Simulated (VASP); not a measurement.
# P (Cmce) in VASP: further runs

Runs on P. Level: LDA. Tasks: relaxation of cell and atoms.

All numbers are computed with VASP 6.6.1; they aren't measurements. Logs are shortened: lines on timing, memory, paths and dates and some standing lists are left out, and cuts for length are marked.

## 1. Starting point

The structure is orthorhombic, space group Cmce (No. 64). The conventional cell has a = 3.316 Å, b = 10.484 Å, c = 4.379 Å, α = 90.00°, β = 90.00°, γ = 90.00°. P (site symmetry m) is surrounded by 3 P at 2.22 to 2.24 Å.

## 2. Relaxation of cell and atoms, LDA

INCAR reads:

```
ALGO = Fast
EDIFF = 1E-7
EDIFFG = -0.01
ENCUT = 600
GGA = CA
IBRION = 2
ISIF = 3
ISMEAR = -1
KPAR = 2
LASPH = T
LCHARG = F
LREAL = F
LWAVE = F
NELM = 100
NSW = 60
PREC = Accurate
PSTRESS = 0
SIGMA = 0.05
```

KPOINTS reads:

```
k-points
0
Gamma
  12 12 12
```

POSCAR reads:

```
P
1.0
    1.6582000000     -5.2420000000      0.0000000000
    1.6582000000      5.2420000000      0.0000000000
    0.0000000000      0.0000000000      4.3793000000
P
4
Direct
    0.8983800000      0.1016200000      0.0806800000
    0.6016200000      0.3983800000      0.5806800000
    0.1016200000      0.8983800000      0.9193200000
    0.3983800000      0.6016200000      0.4193200000
```

Potentials or basis: VASP PAW LDA potentials, release 64 (P).

On the command line:

```sh
$ cat potpaw_LDA.64/P/POTCAR > POTCAR
$ mpirun -np 2 vasp_std > vasp.out
```

OUTCAR:

```text
EDIFF = 1E-7
   EDIFFG = -0.01
   ENCUT = 600
   GGA = CA
   IBRION = 2
   ISIF = 3
   ISMEAR = -1
   LASPH = T
   LREAL = F
   NELM = 100
   NSW = 60
   PREC = Accurate
   PSTRESS = 0

 ion  position               nearest neighbor table
   1  0.898  0.102  0.081-   4 2.22   4 2.22   3 2.24
   2  0.602  0.398  0.581-   3 2.22   3 2.22   4 2.24
   3  0.102  0.898  0.919-   2 2.22   2 2.22   1 2.24
   4  0.398  0.602  0.419-   1 2.22   1 2.22   2 2.24

  LATTYP: Found a base centered orthorhombic cell.
 ALAT       =     3.3164000000
 B/A-ratio  =     3.1612591967
 C/A-ratio  =     1.3204981305

  Lattice vectors:

 A1 = (   1.6582000000,  -5.2420000000,   0.0000000000)
 A2 = (   1.6582000000,   5.2420000000,   0.0000000000)
 A3 = (   0.0000000000,   0.0000000000,   4.3793000000)

Analysis of symmetry for initial positions (statically):
=====================================================================
 Subroutine PRICEL returns:
 Original cell was already a primitive cell.

 Routine SETGRP: Setting up the symmetry group for a
 base centered orthorhombic supercell.

 Subroutine GETGRP returns: Found  8 space group operations
 (whereof  4 operations were pure point group operations)
 out of a pool of  8 trial point group operations.

The static configuration has the point symmetry C_2h.
 The point group associated with its full space group is D_2h.

Analysis of symmetry for dynamics (positions and initial velocities):
=====================================================================
 Subroutine PRICEL returns:
 Original cell was already a primitive cell.

 Routine SETGRP: Setting up the symmetry group for a
 base centered orthorhombic supercell.

 Subroutine GETGRP returns: Found  8 space group operations
 (whereof  4 operations were pure point group operations)
 out of a pool of  8 trial point group operations.

The dynamic configuration has the point symmetry C_2h.
 The point group associated with its full space group is D_2h.

 Subroutine INISYM returns: Found  8 space group operations
 (whereof  4 operations are pure point group operations),
 and found     1 'primitive' translations

----------------------------------------------------------------------------------------

                                     Primitive cell

  volume of cell :      76.1322

  direct lattice vectors                    reciprocal lattice vectors
     1.658200000 -5.242000000  0.000000000     0.301531781 -0.095383441  0.000000000
     1.658200000  5.242000000  0.000000000     0.301531781  0.095383441  0.000000000
     0.000000000  0.000000000  4.379300000     0.000000000  0.000000000  0.228346996

  length of vectors
     5.498017028  5.498017028  4.379300000     0.316258464  0.316258464  0.228346996

  position of ions in fractional coordinates (direct lattice)
     0.898380000  0.101620000  0.080680000
     0.601620000  0.398380000  0.580680000
     0.101620000  0.898380000  0.919320000
     0.398380000  0.601620000  0.419320000

  ion indices of the primitive-cell ions
   primitive index   ion index
                 1           1
                 2           2
                 3           3
                 4           4

----------------------------------------------------------------------------------------

 KPOINTS: k-points

Automatic generation of k-mesh.
 Grid dimensions read from file:
 generate k-points for:   12   12   12

 Generating k-lattice:

  Cartesian coordinates                     Fractional coordinates (reciprocal lattice)
     0.025127648 -0.007948620  0.000000000     0.083333333  0.000000000  0.000000000
     0.025127648  0.007948620  0.000000000     0.000000000  0.083333333  0.000000000
     0.000000000  0.000000000  0.019028916     0.000000000  0.000000000  0.083333333

  Length of vectors
     0.026354872  0.026354872  0.019028916

  Shift w.r.t. Gamma in fractional coordinates (k-lattice)
     0.000000000  0.000000000  0.000000000

 Subroutine IBZKPT returns following result:
 ===========================================

 Found    301 irreducible k-points:

 Following reciprocal coordinates:
            Coordinates               Weight
  0.000000  0.000000  0.000000      1.000000
  0.083333 -0.000000  0.000000      4.000000
  0.166667 -0.000000  0.000000      4.000000
  0.250000 -0.000000  0.000000      4.000000
  0.333333 -0.000000  0.000000      4.000000
  0.416667 -0.000000  0.000000      4.000000
[... 16 lines left out ...]
  0.500000  0.166667  0.000000      4.000000
 -0.416667  0.166667  0.000000      4.000000
 [... further k-points ...]
   k-points           NKPTS =    301   k-points in BZ     NKDIM =    301   number of bands    NBANDS=     14
   number of dos      NEDOS =    301   number of ions     NIONS =      4
   total plane-waves  NPLWV =  82944
   dimension x,y,z NGX =    48 NGY =   48 NGZ =   36
   dimension x,y,z NGXF=    96 NGYF=   96 NGZF=   72
   ions per type =               4
   NGX,Y,Z   is equivalent  to a cutoff of  14.51, 14.51, 13.67 a.u.
   NGXF,Y,Z  is equivalent  to a cutoff of  29.03, 29.03, 27.33 a.u.
 SYSTEM =  unknown system
   PREC   = accura    normal or accurate (medium, high low for compatibility)
   ISTART =      0    job   : 0-new  1-cont  2-samecut
   ICHARG =      2    charge: 1-file 2-atom 10-const
   ISPIN  =      1    spin polarized calculation?
   LNONCOLLINEAR =      F non collinear calculations
   LSORBIT =      F    spin-orbit coupling
   LASPH  =      T    aspherical Exc in radial PAW
   ENCUT  =  600.0 eV  44.10 Ry    6.64 a.u.  10.98 10.98  8.75*2*pi/ulx,y,z
   NELM   =    100;   NELMIN=  2; NELMDL= -5     # of ELM steps
   EDIFF  = 0.1E-06   stopping-criterion for ELM
   LREAL  =      F    real-space projection
   EDIFFG = -.1E-01   stopping-criterion for IOM
   NSW    =     60    number of steps for IOM
   IBRION =      2    ionic relax: 0-MD 1-quasi-New 2-CG
   NFREE  =      1    steps in history (QN), initial steepest desc. (CG)
   ISIF   =      3    stress and relaxation
   ISYM   =      2    0-nonsym 1-usesym 2-fastsym
   POTIM  = 0.5000    time-step for ionic-motion
   TEBEG  =    0.0;   TEEND  =   0.0 temperature during run
   PSTRESS=    0.0 pullay stress
   NELECT =      20.0000    total number of electrons
   NUPDOWN=      -1.0000    fix difference up-down
   EMIN   =  10.00;   EMAX   =-10.00  energy-range for DOS
   EFERMI =   0.00;   METHOD = LEGACY
   ISMEAR =    -1;   SIGMA  =   0.05  broadening in eV -4-tet -1-fermi 0-gaus
   EFERMI_NEDOS =   21; number of points for ismear=-14 and -15
   IALGO  =     68    algorithm
   IMIX   =      4    mixing-type and parameters
     AMIX     =   0.40;   BMIX     =  1.00
     AMIX_MAG =   1.60;   BMIX_MAG =  1.00
  volume/ion in A,a.u.               =      19.03       128.44
  Fermi-wavevector in a.u.,A,eV,Ry     =   1.048484  1.981348 14.957149  1.099319
  Thomas-Fermi vector in A             =   2.183408
   LORBIT       =      0    0 simple, 1 ext, 2 COOP (PROOUT), +10 PAW based schemes
   GGA     = CA    functional components
   LHFCALC =     F    Hartree Fock is set to
   AEXX    =    0.0000 exact exchange contribution
   IVDW    =     0    specifies the selected vdW correction
   LEPSILON=     F    determine dielectric tensor
   LRPA    =     F    only Hartree local field effects (RPA)
 conjugate gradient relaxation of ions
 non-spin polarized calculation
 RMM-DIIS sequential band-by-band and
  energy-cutoff  :      600.00
  volume of cell :       76.13
 maximum number of plane-waves:      2578
 NGX is ok and might be reduce to    48
   NGX = 21   NGY = 21   NGZ = 17

--------------------------------------- Ionic step        1  -------------------------------------------

 number of electron      20.0000000 magnetization

 Free energy of the ion-electron system (eV)
  ---------------------------------------------------
  ext. energy  EPLUGINS =         0.00000000
  ---------------------------------------------------
  free energy    TOTEN  =       -24.06809709 eV

  energy without entropy =      -24.06710552  energy(sigma->0) =      -24.06760130

------------------------ aborting loop because EDIFF is reached ----------------------------------------

  FORCE on cell =-STRESS in cart. coord.  units (eV):
  Direction    XX          YY          ZZ          XY          YZ          ZX
  --------------------------------------------------------------------------------------
  -------------------------------------------------------------------------------------
  Total       -1.6754607     -0.7431651     -1.3471486      0.0000000      0.0000000      0.0000000
  in kB      -35.2595053    -15.6396581    -28.3502865      0.0000000      0.0000000      0.0000000
  external PRESSURE =     -26.4164833 kB  Pullay stress =       0.0000000 kB
[... 95 lines left out ...]
  FREE ENERGIE OF THE ION-ELECTRON SYSTEM (eV)
  ---------------------------------------------------
  free  energy   TOTEN  =       -24.0885928398 eV

  energy  without entropy=      -24.0875694313  energy(sigma->0) =      -24.08808114

[... ionic steps 4 to 9 ...]

--------------------------------------- Ionic step       10  -------------------------------------------

 number of electron      20.0000001 magnetization

------------------------ aborting loop because EDIFF is reached ----------------------------------------

  FORCE on cell =-STRESS in cart. coord.  units (eV):
  Direction    XX          YY          ZZ          XY          YZ          ZX
  --------------------------------------------------------------------------------------
  -------------------------------------------------------------------------------------
  Total        0.0242310      0.0993450     -0.1173866      0.0000000      0.0000000      0.0000000
  in kB        0.5587896      2.2909865     -2.7070427      0.0000000      0.0000000      0.0000000
  external PRESSURE =       0.0475778 kB  Pullay stress =       0.0000000 kB
[... 61 lines left out ...]
  energy  without entropy=      -24.1160142309  energy(sigma->0) =      -24.11680115

--------------------------------------- Ionic step       12  -------------------------------------------

 number of electron      20.0000001 magnetization

 Free energy of the ion-electron system (eV)
  ---------------------------------------------------
  ext. energy  EPLUGINS =         0.00000000
  ---------------------------------------------------
  free energy    TOTEN  =       -24.11782901 eV

  energy without entropy =      -24.11634278  energy(sigma->0) =      -24.11708590

 E-fermi :   7.4699     XC(G=0): -10.5074

 val. band max:        7.4452573692   @ k =  -0.4167   0.4167   0.0000
 cond. band min:       7.4726881435   @ k =   0.4167   0.2500   0.0000
 fundamental gap:      0.0274307743
 Fermi energy:         7.4698852798

 k-point     1 :       0.0000    0.0000    0.0000
  band No.  band energies     occupation
      1      -8.6047      2.00000
      2      -5.1959      2.00000
      3      -1.6063      2.00000
      4       0.0810      2.00000
      5       2.3053      2.00000
      6       3.3674      2.00000
      7       3.3806      2.00000
      8       4.5784      2.00000
      9       4.8181      2.00000
     10       6.1233      2.00000
     11       8.4758      0.00000
     12       8.6717      0.00000
     13       9.3487      0.00000
     14      10.9901      0.00000
[... 375 lines left out ...]
 k-point    24 :      -0.4167    0.1667    0.0000
  band No.  band energies     occupation
      1      -7.6515      2.00000
      2      -5.0031      2.00000
      3      -2.6616      2.00000
      4       0.8414      2.00000
      5       1.4633      2.00000
      6       1.9798      2.00000
      7       2.9993      2.00000
      8       4.1430      2.00000
      9       5.0740      2.00000
     10       6.4793      2.00000
     11       8.0216      0.00003
     12       9.1915      0.00000
     13      10.1735      0.00000
     14      10.9994      0.00000

 [... further k-points ...]
[... 5 lines left out ...]
  --------------------------------------------------------------------------------------
  -------------------------------------------------------------------------------------
  Total        0.0084280      0.0223284      0.0147970      0.0000000      0.0000000      0.0000000
  in kB        0.1942916      0.5147386      0.3411162      0.0000000      0.0000000      0.0000000
  external PRESSURE =       0.3500488 kB  Pullay stress =       0.0000000 kB
[... 19 lines left out ...]
  FREE ENERGIE OF THE ION-ELECTRON SYSTEM (eV)
  ---------------------------------------------------
  free  energy   TOTEN  =       -24.1178290108 eV

  energy  without entropy=      -24.1163427802  energy(sigma->0) =      -24.11708590

 reached required accuracy - stopping structural energy minimisation
```

It took 30 min on 2 MPI ranks of Intel Xeon Platinum 8488C (Sapphire Rapids), shared host; peak memory 0.41 GiB.

Results:

| Item | Value |
| --- | --- |
| Free energy | -24.1178 eV |
| Relaxed volume | 17.37 Å³/atom |
| Relaxed cell | a = 5.342 Å, b = 5.342 Å, c = 4.139 Å, α = 90.00°, β = 90.00°, γ = 143.96° |
| Space group after relaxing (to 0.05 Å) | Cmce (No. 64) |
| Energy gained by relaxing | 12.4 meV/atom |
| Ionic steps | 12 |
| Pressure after relaxing | 0.0 GPa |
| Largest force after relaxing | 0.008 eV/Å |
| Band gap on the k mesh | none (metal or under the smearing width) |

Forces in eV/Å, atoms in the order of the input:
```
P    0.000 -0.003 -0.008
P    0.000  0.003 -0.008
P    0.000  0.003  0.008
P    0.000 -0.003  0.008
```

Step by step:
```tsv
step	energy change (eV)	largest force (eV/Å)	pressure (GPa)	volume (Å³)
1	0.0000	0.0589	-2.64	76.13
2	-0.0133	0.3801	1.54	72.72
3	-0.0205	0.2135	-0.11	73.95
4	-0.0273	0.1334	-0.12	73.39
5	-0.0317	0.1030	-0.15	72.30
6	-0.0361	0.0851	-0.13	71.85
7	-0.0449	0.0459	0.00	70.50
8	-0.0427	0.1475	0.46	67.82
9	-0.0473	0.0673	0.20	69.37
10	-0.0495	0.0476	0.00	69.48
11	-0.0495	0.0429	0.02	69.47
12	-0.0497	0.0084	0.04	69.50
```

Final structure:
```
P
1.0
     1.65245   -5.08029    0.00000
     1.65245    5.08029    0.00000
     0.00000    0.00000    4.13937
P
4
Cartesian
  1.6524 -4.0009 0.2980
  1.6524 -1.0794 2.3677
  1.6524 4.0009 3.8414
  1.6524 1.0794 1.7717
```

Levels at points of the mesh, in eV from the Fermi level:
```tsv
k point	band 8	band 9	band 10	band 11	band 12	band 13
(0.00, 0.00, 0.00)	-2.89	-2.65	-1.35	1.01	1.20	1.88
(0.50, 0.00, 0.00)	-3.20	-2.63	-2.63	0.76	0.76	1.07
(0.50, 0.50, 0.00)	-2.15	-1.83	-0.44	0.49	0.66	2.49
(0.00, 0.00, 0.50)	-3.07	-0.82	-0.82	1.51	1.51	2.23
(0.50, 0.00, 0.50)	-5.81	-2.08	-2.08	1.55	1.55	4.83
(0.50, 0.50, 0.50)	-2.40	-1.20	-1.20	1.30	1.30	2.78
```

## 3. Relaxation of cell and atoms, LDA, target pressure 2 GPa, at which the enthalpy is minimised

Changes to INCAR since step 2:

```diff
@@ -16,3 +16,3 @@
 PREC = Accurate
-PSTRESS = 0
+PSTRESS = 20
 SIGMA = 0.05
```

KPOINTS is that of step 2.

POSCAR is that of step 2.

Potentials or basis: VASP PAW LDA potentials, release 64 (P).

On the command line:

```sh
$ cat potpaw_LDA.64/P/POTCAR > POTCAR
$ mpirun -np 2 vasp_std > vasp.out
```

OUTCAR:

```text
EDIFF = 1E-7
   EDIFFG = -0.01
   ENCUT = 600
   GGA = CA
   IBRION = 2
   ISIF = 3
   ISMEAR = -1
   LASPH = T
   LREAL = F
   NELM = 100
   NSW = 60
   PREC = Accurate
   PSTRESS = 20

 ion  position               nearest neighbor table
   1  0.898  0.102  0.081-   4 2.22   4 2.22   3 2.24
   2  0.602  0.398  0.581-   3 2.22   3 2.22   4 2.24
   3  0.102  0.898  0.919-   2 2.22   2 2.22   1 2.24
   4  0.398  0.602  0.419-   1 2.22   1 2.22   2 2.24

  LATTYP: Found a base centered orthorhombic cell.
 ALAT       =     3.3164000000
 B/A-ratio  =     3.1612591967
 C/A-ratio  =     1.3204981305

  Lattice vectors:

 A1 = (   1.6582000000,  -5.2420000000,   0.0000000000)
 A2 = (   1.6582000000,   5.2420000000,   0.0000000000)
 A3 = (   0.0000000000,   0.0000000000,   4.3793000000)
[... 396 lines left out ...]

 E-fermi :   8.3260     XC(G=0): -10.8377

 val. band max:        8.3251814473   @ k =   0.3333   0.2500   0.0000
 cond. band min:       8.3343276800   @ k =  -0.1667   0.1667   0.4167
 fundamental gap:      0.0091462327
 Fermi energy:         8.3259733121

 k-point     1 :       0.0000    0.0000    0.0000
  band No.  band energies     occupation
      1      -8.0690      2.00000
      2      -4.3020      2.00000
      3      -0.3666      2.00000
      4       0.4956      2.00000
      5       2.8879      2.00000
      6       3.9641      2.00000
      7       4.6062      2.00000
      8       5.3662      2.00000
      9       5.4384      2.00000
     10       7.0284      2.00000
     11       9.5192      0.00000
     12       9.7457      0.00000
     13      10.0927      0.00000
     14      12.2359      0.00000
[... 377 lines left out ...]
      1      -7.0620      2.00000
      2      -4.3399      2.00000
      3      -1.8861      2.00000
      4       1.5826      2.00000
      5       2.2180      2.00000
      6       3.1127      2.00000
      7       3.8688      2.00000
      8       5.3366      2.00000
      9       5.6564      2.00000
     10       7.2545      2.00000
     11       9.1623      0.00000
     12       9.9263      0.00000
     13      10.7461      0.00000
     14      12.2431      0.00000

 [... further k-points ...]
[... 5 lines left out ...]
  --------------------------------------------------------------------------------------
  -------------------------------------------------------------------------------------
  Total        0.8081068      0.8041571      0.8101036      0.0000000     -0.0000000      0.0000000
  in kB       19.9194127     19.8220541     19.9686323      0.0000000     -0.0000000      0.0000000
  external PRESSURE =      -0.0966336 kB  Pullay stress =      20.0000000 kB
[... 23 lines left out ...]
  energy  without entropy=      -24.0862916640  energy(sigma->0) =      -24.08817771

  enthalpy is  TOTEN    =       -23.2786876123 eV   P V=        0.8113761337

 reached required accuracy - stopping structural energy minimisation
```

It took 42 min on 2 MPI ranks of Intel Xeon Platinum 8488C (Sapphire Rapids), shared host; peak memory 0.41 GiB.

What came out:

* Free energy: -24.0901 eV
* Relaxed volume: 16.25 Å³/atom
* Relaxed cell: a = 5.256 Å, b = 5.256 Å, c = 3.920 Å, α = 90.00°, β = 90.00°, γ = 143.12°
* Space group after relaxing (to 0.05 Å): Cmce (No. 64)
* Energy change on relaxing (the enthalpy is what falls): -5.5 meV/atom
* Ionic steps: 22
* Pressure after relaxing: 2.0 GPa
* Band gap on the k mesh: none (metal or under the smearing width)

Step by step:
```tsv
step	energy change (eV)	largest force (eV/Å)	pressure (GPa)	volume (Å³)
1	0.0000	0.0589	-2.64	76.13
2	0.0377	0.7157	5.08	70.21
3	-0.0122	0.4054	1.84	72.39
4	-0.0243	0.2790	1.85	71.26
5	-0.0082	0.2812	2.02	67.96
6	-0.0134	0.2145	2.06	67.23
7	-0.0094	0.1397	2.35	65.31
8	-0.0047	0.1651	2.45	64.88
9	-0.0164	0.0930	2.25	65.16
10	-0.0233	0.0637	2.07	65.46
11	-0.0271	0.0327	1.99	65.60
12	-0.0276	0.0598	1.97	65.64
13	-0.0283	0.0459	1.94	65.64
14	-0.0294	0.0071	1.85	65.66
15	-0.0295	0.0117	1.82	65.66
16	-0.0267	0.0355	2.13	65.43
17	-0.0273	0.0291	2.07	65.48
18	-0.0265	0.0236	2.05	65.40
19	-0.0241	0.0192	1.98	65.18
20	-0.0230	0.0230	1.96	65.09
21	-0.0207	0.0250	2.03	64.91
22	-0.0220	0.0011	1.99	65.00
```

Final structure:
```cif
data_structure
_symmetry_space_group_name_H-M 'P 1'
_symmetry_Int_Tables_number 1
_cell_length_a 5.2563
_cell_length_b 5.2563
_cell_length_c 3.9204
_cell_angle_alpha 90.000
_cell_angle_beta 90.000
_cell_angle_gamma 143.123
_cell_volume 65.00
loop_
_atom_site_label
_atom_site_type_symbol
_atom_site_fract_x
_atom_site_fract_y
_atom_site_fract_z
_atom_site_occupancy
P1 P 0.89067 0.10933 0.06249 1
P2 P 0.60933 0.39067 0.56249 1
P3 P 0.10933 0.89067 0.93751 1
P4 P 0.39067 0.60933 0.43751 1
```

Caveat: the cell is relaxed towards a set pressure, so the enthalpy falls and the energy may rise. LDA usually gives volumes a few per cent too small.
